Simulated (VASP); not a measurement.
Here is a VASP 6.6.1 calculation.

Contents of INCAR:

```
PREC = Accurate ; ENCUT = 520
EDIFF = 1E-6 ; ISMEAR = 0
SIGMA = 0.05 ; LREAL = False
LASPH = True ; NELM = 150
ALGO = Fast ; ISIF = 2
LWAVE = False ; LCHARG = False
LMAXMIX = 4 ; LDAU = True
LDAUTYPE = 2 ; LDAUL = 2 -1
LDAUU = 2 0 ; LDAUJ = 0 0
LDAUPRINT = 1 ; GGA = PE
NBANDS = 16
```

Contents of KPOINTS:

```
regular mesh
0
Gamma
  7 7 7
```

File POSCAR:

```
MnO
1.0
    2.9694859100      0.0000000000      0.0000000000
   -1.4847429600      2.5716502300      0.0000000000
    0.0000000000      0.0000000000      2.8980711300
Mn O
1 1
Direct
    0.0000000000      0.0000000000      0.0000000000
    0.6666666667      0.3333333333      0.5000000000
```

Potentials or basis: VASP PAW PBE potentials, release 64 (Mn_pv, O).

The run is started by

```sh
$ cat potpaw_PBE.64/Mn_pv/POTCAR potpaw_PBE.64/O/POTCAR > POTCAR
$ mpirun -np 1 vasp_std > vasp.out
```

(1) Estimate the band gap on the k mesh.

(2) Predict the pressure.

Answers

(1) none (metal or under the smearing width).

(2) -30.8 GPa.

Caveat: a pressure of tens of GPa on the cell as given is suspect, and the run, the potentials or the cell itself is likely at fault; an odd number of electrons without spin polarisation forces a metal; a magnetic or distorted state may lie lower; the run has no spin polarisation, though such a crystal can be magnetic; U without spin polarisation on a metal has little footing.
